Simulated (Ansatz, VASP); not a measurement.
# Mg2S3 in VASP and in Ansatz

```
CELL_PARAMETERS angstrom
4.17720 0.00000 0.00000
-2.08860 3.61756 0.00000
0.00000 0.00000 6.49904
ATOMIC_POSITIONS crystal
Mg 0.33333 0.66667 0.24500
Mg 0.66667 0.33333 0.75500
S 0.00000 0.00000 0.00000
S 0.33333 0.66667 0.64500
S 0.66667 0.33333 0.35500
```

Alike in both runs: task relaxation of cell and atoms; functional PBE; k mesh 6 × 6 × 4; occupations gaussian, width 0.1 eV; no spin polarisation.

|  | VASP | Ansatz |
| --- | --- | --- |
| version | VASP 6.6.1 | Ansatz 0.2.0 |
| potentials or method | VASP PAW PBE potentials, release 64 (Mg, S) | scalar-relativistic, plane waves, PAW |
| plane-wave cutoff (eV) | 600 | 420 |
| valence electrons in the cell | 22 | 38 |

VASP gave:

| Item | Value |
| --- | --- |
| gap on the k mesh at the Fermi level, each at its own relaxed structure (eV) | none |
| relaxed volume (Å³/atom) | 19.07 |
| relaxed cell length with the largest relative difference (Å) | 7.982 |
| energy change over the relaxation (meV/atom) | -72 |

Question: Estimate Ansatz's values.

Answer: gap on the k mesh at the Fermi level, each at its own relaxed structure (eV): none; relaxed volume (Å³/atom): 19.67; relaxed cell length with the largest relative difference (Å): 7.605; energy change over the relaxation (meV/atom): -70.

A gap of «none» marks a metal or a gap that the smearing closes. The two sets of potentials don't hold the same shells in valence.
